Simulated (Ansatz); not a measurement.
## Compressing Ni

All numbers below come from Ansatz 0.2.0, DFT PBE, scalar-relativistic, plane waves, PAW. Settings: 420 eV cutoff, 20×20×20 k-mesh, Gaussian smearing of 0.10 eV, collinear spin.

The relaxed crystal:

```xyz
1
Lattice="0.0000 1.7593 1.7593 1.7593 0.0000 1.7593 1.7593 1.7593 0.0000" Properties=species:S:1:pos:R:3 pbc="T T T"
Ni    0.0000    0.0000    0.0000
```

Cell and atoms are relaxed at each pressure within the symmetry of the start, at zero temperature, so transitions that lower the symmetry aren't seen. The k-mesh given is that at zero pressure and may differ at others. a, b and c are the lengths of the cell vectors above.

```
P (GPa) V (Å³/atom) V/V0  a (Å) b (Å) c (Å)
     -2        11.00  1.010  2.496  2.496  2.496
      0        10.89  1.000  2.488  2.488  2.488
      2        10.78  0.990  2.480  2.480  2.480
      5        10.63  0.976  2.468  2.468  2.468
     10        10.41  0.956  2.451  2.451  2.451
     20        10.03  0.921  2.421  2.421  2.421
     40         9.45  0.868  2.373  2.373  2.373
```

(1) What bulk modulus and pressure derivative fit these points?

Results:

(1) A third-order Birch–Murnaghan fit gives B0 = 200 GPa and B0' = 4.8.